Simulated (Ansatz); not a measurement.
# HfO2 (P2_1/c) in Ansatz: a series of runs, part 2 of 2

Ansatz 0.2.0. Earlier steps stand in the parts before.

### 3 Single point, PBE, 10.84 Å³/atom (volume scaled by 0.94)

The input, input.yaml:

```yaml
crystal:
  lattice:
    - [5.0135217044, 0.0, 0.0]
    - [0.0, 5.079839684, 0.0]
    - [-0.8411344054, 0.0, 5.1074318236]
  atoms:
    - { symbol: Hf, position: [0.2755, 0.4603, 0.708] }
    - { symbol: Hf, position: [0.7245, 0.9603, 0.792] }
    - { symbol: Hf, position: [0.7245, 0.5397, 0.292] }
    - { symbol: Hf, position: [0.2755, 0.0397, 0.208] }
    - { symbol: O, position: [0.0742, 0.1684, 0.8467] }
    - { symbol: O, position: [0.9258, 0.6684, 0.6533] }
    - { symbol: O, position: [0.9258, 0.8316, 0.1533] }
    - { symbol: O, position: [0.0742, 0.3316, 0.3467] }
    - { symbol: O, position: [0.4487, 0.7419, 0.9801] }
    - { symbol: O, position: [0.5513, 0.2419, 0.5199] }
    - { symbol: O, position: [0.5513, 0.2581, 0.0199] }
    - { symbol: O, position: [0.4487, 0.7581, 0.4801] }
hamiltonian:
  xc: pbe
  pseudopotentials: { kind: paw, core: large }
kpoints:
  mp_grid: { grid: [5, 5, 5] }
scf:
  occupations: { method: fermi_dirac, width: 0.05 }
output:
  forces: true
  stress: true
  eigenvalues: true
  write_density: true
  write_potential: true
  elf: true
  volumetric_format: npy
```

Potentials or basis: Ansatz PAW.

Command:

```bash
> ansatz run input.yaml --threads 2 --pin off --max-ram 5120MiB --backend cpu --events-out ev --progress --plain --runs-dir out
```

Run time: 15 s. Hardware: 2 threads of Intel Xeon at 2.60GHz (Ice Lake), shared host; peak memory 0.73 GiB.

The run converged. Its results:

```
Free energy            : -67445.8839 eV
Pressure               : 23.9 GPa
Largest force          : 0.698 eV/Å
Band gap on the k mesh : 4.42 eV, indirect (least direct gap 4.46 eV)
```

Caveat: odd divisions of the mesh miss points on the zone boundary, where band edges often lie, so the gap on the mesh can be too wide; the pressure holds a Pulay correction of +0.8 GPa for the finite cutoff; spin-orbit coupling is left out, which moves the levels of the heavy elements.

### 4 Single point, PBE, 11.07 Å³/atom (volume scaled by 0.96)

Edit input.yaml of step 3 so:

```diff
@@ -2,5 +2,5 @@
   lattice:
-    - [5.0135217044, 0.0, 0.0]
-    - [0.0, 5.079839684, 0.0]
-    - [-0.8411344054, 0.0, 5.1074318236]
+    - [5.0488293586, 0.0, 0.0]
+    - [0.0, 5.1156143815, 0.0]
+    - [-0.8470580823, 0.0, 5.1434008384]
   atoms:
@@ -29,5 +29 @@
   eigenvalues: true
-  write_density: true
-  write_potential: true
-  elf: true
-  volumetric_format: npy
```

Command:

```bash
> ansatz run input.yaml --threads 2 --pin off --max-ram 5120MiB --backend cpu --events-out ev --progress --plain --runs-dir out
```

It took 9.9 s on 2 threads of Intel Xeon at 2.60GHz (Ice Lake), shared host; peak memory 0.7 GiB.

It converged, with:

```yaml
Free_energy: -67446.2380 eV
Pressure: 17.3 GPa
Largest_force: 0.618 eV/Å
Band_gap_on_the_k_mesh: 4.34 eV, indirect (least direct gap 4.40 eV)
```

Caveat: odd divisions of the mesh miss points on the zone boundary, where band edges often lie, so the gap on the mesh can be too wide; the pressure holds a Pulay correction of +0.8 GPa for the finite cutoff; spin-orbit coupling is left out, which moves the levels of the heavy elements.

### 5 Single point, PBE, 11.30 Å³/atom (volume scaled by 0.98)

Edit input.yaml of step 4 so:

```diff
@@ -2,5 +2,5 @@
   lattice:
-    - [5.0488293586, 0.0, 0.0]
-    - [0.0, 5.1156143815, 0.0]
-    - [-0.8470580823, 0.0, 5.1434008384]
+    - [5.0836499717, 0.0, 0.0]
+    - [0.0, 5.1508955956, 0.0]
+    - [-0.8529000468, 0.0, 5.1788736893]
   atoms:
```

Command:

```bash
> ansatz run input.yaml --threads 2 --pin off --max-ram 5120MiB --backend cpu --events-out ev --progress --plain --runs-dir out
```

Wall time 9.4 s (2 threads of Intel Xeon at 2.60GHz (Ice Lake), shared host); peak memory 0.72 GiB.

It converged, with:

- Free energy: -67446.4842 eV
- Pressure: 11.3 GPa
- Largest force: 0.545 eV/Å
- Band gap on the k mesh: 4.27 eV, indirect (least direct gap 4.33 eV)

Caveat: odd divisions of the mesh miss points on the zone boundary, where band edges often lie, so the gap on the mesh can be too wide; the pressure holds a Pulay correction of +0.8 GPa for the finite cutoff; spin-orbit coupling is left out, which moves the levels of the heavy elements.

### 6 Single point, PBE, 11.53 Å³/atom

Edit input.yaml of step 5 so:

```diff
@@ -2,5 +2,5 @@
   lattice:
-    - [5.0836499717, 0.0, 0.0]
-    - [0.0, 5.1508955956, 0.0]
-    - [-0.8529000468, 0.0, 5.1788736893]
+    - [5.118, 0.0, 0.0]
+    - [0.0, 5.1857, 0.0]
+    - [-0.8586630598, 0.0, 5.2138671406]
   atoms:
```

Potentials or basis: Ansatz PAW.

Command:

```bash
> ansatz run input.yaml --threads 2 --pin off --max-ram 5120MiB --backend cpu --events-out ev --progress --plain --runs-dir out
```

Run time: 9.7 s. Hardware: 2 threads of Intel Xeon at 2.60GHz (Ice Lake), shared host; peak memory 0.7 GiB.

Results (log left out):

```yaml
Free_energy: -67446.6313 eV
Pressure: 5.9 GPa
Largest_force: 0.482 eV/Å
Band_gap_on_the_k_mesh: 4.21 eV, indirect (least direct gap 4.27 eV)
```

Caveat: odd divisions of the mesh miss points on the zone boundary, where band edges often lie, so the gap on the mesh can be too wide; the pressure holds a Pulay correction of +0.8 GPa for the finite cutoff; spin-orbit coupling is left out, which moves the levels of the heavy elements.

### 7 Single point, PBE, 11.76 Å³/atom (volume scaled by 1.02)

Edit input.yaml of step 6 so:

```diff
@@ -2,5 +2,5 @@
   lattice:
-    - [5.118, 0.0, 0.0]
-    - [0.0, 5.1857, 0.0]
-    - [-0.8586630598, 0.0, 5.2138671406]
+    - [5.1518950275, 0.0, 0.0]
+    - [0.0, 5.220043385, 0.0]
+    - [-0.8643497359, 0.0, 5.2483970684]
   atoms:
```

Command:

```bash
> ansatz run input.yaml --threads 2 --pin off --max-ram 5120MiB --backend cpu --events-out ev --progress --plain --runs-dir out
```

Run time: 10 s. Hardware: 2 threads of Intel Xeon at 2.60GHz (Ice Lake), shared host; peak memory 0.74 GiB.

It converged, with:

- Free energy: -67446.6897 eV
- Pressure: 1.0 GPa
- Largest force: 0.427 eV/Å
- Band gap on the k mesh: 4.14 eV, indirect (least direct gap 4.20 eV)

Caveat: odd divisions of the mesh miss points on the zone boundary, where band edges often lie, so the gap on the mesh can be too wide; the pressure holds a Pulay correction of +0.8 GPa for the finite cutoff; spin-orbit coupling is left out, which moves the levels of the heavy elements.

### 8 Single point, PBE, 11.99 Å³/atom (volume scaled by 1.04)

Edit input.yaml of step 7 so:

```diff
@@ -2,5 +2,5 @@
   lattice:
-    - [5.1518950275, 0.0, 0.0]
-    - [0.0, 5.220043385, 0.0]
-    - [-0.8643497359, 0.0, 5.2483970684]
+    - [5.1853498288, 0.0, 0.0]
+    - [0.0, 5.2539407204, 0.0]
+    - [-0.8699625537, 0.0, 5.2824785238]
   atoms:
```

Command:

```bash
> ansatz run input.yaml --threads 2 --pin off --max-ram 5120MiB --backend cpu --events-out ev --progress --plain --runs-dir out
```

Wall time 11 s (2 threads of Intel Xeon at 2.60GHz (Ice Lake), shared host); peak memory 0.75 GiB.

Results (log left out):

* Free energy: -67446.6681 eV
* Pressure: -3.4 GPa
* Largest force: 0.380 eV/Å
* Band gap on the k mesh: 4.07 eV, indirect (least direct gap 4.14 eV)

Caveat: odd divisions of the mesh miss points on the zone boundary, where band edges often lie, so the gap on the mesh can be too wide; the pressure holds a Pulay correction of +0.8 GPa for the finite cutoff; spin-orbit coupling is left out, which moves the levels of the heavy elements.

### 9 Single point, PBE, 12.22 Å³/atom (volume scaled by 1.06)

Edit input.yaml of step 8 so:

```diff
@@ -2,5 +2,5 @@
   lattice:
-    - [5.1853498288, 0.0, 0.0]
-    - [0.0, 5.2539407204, 0.0]
-    - [-0.8699625537, 0.0, 5.2824785238]
+    - [5.2183784252, 0.0, 0.0]
+    - [0.0, 5.2874062132, 0.0]
+    - [-0.8755038659, 0.0, 5.316125791]
   atoms:
```

Potentials or basis: Ansatz PAW.

Command:

```bash
> ansatz run input.yaml --threads 2 --pin off --max-ram 5120MiB --backend cpu --events-out ev --progress --plain --runs-dir out
```

Run time: 10 s. Hardware: 2 threads of Intel Xeon at 2.60GHz (Ice Lake), shared host; peak memory 0.76 GiB.

Results (log left out):

* Free energy: -67446.5736 eV
* Pressure: -7.4 GPa
* Largest force: 0.344 eV/Å
* Band gap on the k mesh: 4.00 eV, indirect (least direct gap 4.08 eV)

Caveat: odd divisions of the mesh miss points on the zone boundary, where band edges often lie, so the gap on the mesh can be too wide; the pressure holds a Pulay correction of +0.7 GPa for the finite cutoff; spin-orbit coupling is left out, which moves the levels of the heavy elements.

### 10 Equation of state, PBE

Potentials or basis: Ansatz PAW large core.

This step only gathers the single runs of the series.

What came out:

| Property | Result |
| --- | --- |
| Equilibrium volume | 11.81 Å³/atom |
| Bulk modulus at fixed shape and positions | 233 GPa |
| Pressure derivative of the bulk modulus | 4.1 |

Energy against volume, from the lowest point:
```
volume (Å³/atom)  energy (meV/atom)
          10.840              67.16
          11.070              37.64
          11.301              17.13
          11.532               4.87
          11.762               0.00
          11.993               1.81
          12.223               9.68
```

Caveat: the cell was scaled at fixed shape and fractional positions, which overstates the stiffness of a crystal with free parameters, most of all of layers and chains; this set keeps more shells in the core, which shifts pressures and gaps.

### 11 Against experiment

Step 2. Against the measured gap of HfO2, 5.54 eV (indirect; quoted in “Temperature dependence of self-trapped exciton luminescence in nanostructured hafnia powder”, 2021, arxiv:2112.02602), the calculated 5.33 eV is off by -0.21 eV. Spin-orbit coupling on Hf is left out. The value is that of r2SCAN+U, without temperature or zero-point motion.
